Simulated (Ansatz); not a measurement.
Results of Hartree–Fock in Ansatz (PAW) for zinc-blende ZnTe.

Settings: plane-wave cutoff 460 eV, 8×8×8 k mesh, Fermi–Dirac smearing 0.01 eV, scalar-relativistic PAW data made under PBE.

The cell has the measured lattice: a = b = c = 6.0890 Å, α = β = γ = 90.00°.

**Question.** Estimate the band gap and smallest direct gap on the k points sampled that the calculation returns.

**Answer.** 
band gap: 8.21 eV (on the SCF k mesh)
smallest direct gap on the k points sampled: 8.48 eV

Measured, for comparison: band gap 2.43 eV (zero-point renormalisation of 40 meV (experimental, the table's column) added back here, direct; inputs from Miglio et al. (2020), arXiv:2011.12765).

Note: cell and atoms aren't relaxed at this level (pressure 7.1 GPa).

Spin–orbit coupling is not included; with these elements it can move the gap by several tenths of an eV or more.

Computed values are for the static lattice.

Ansatz is a first-principles code.
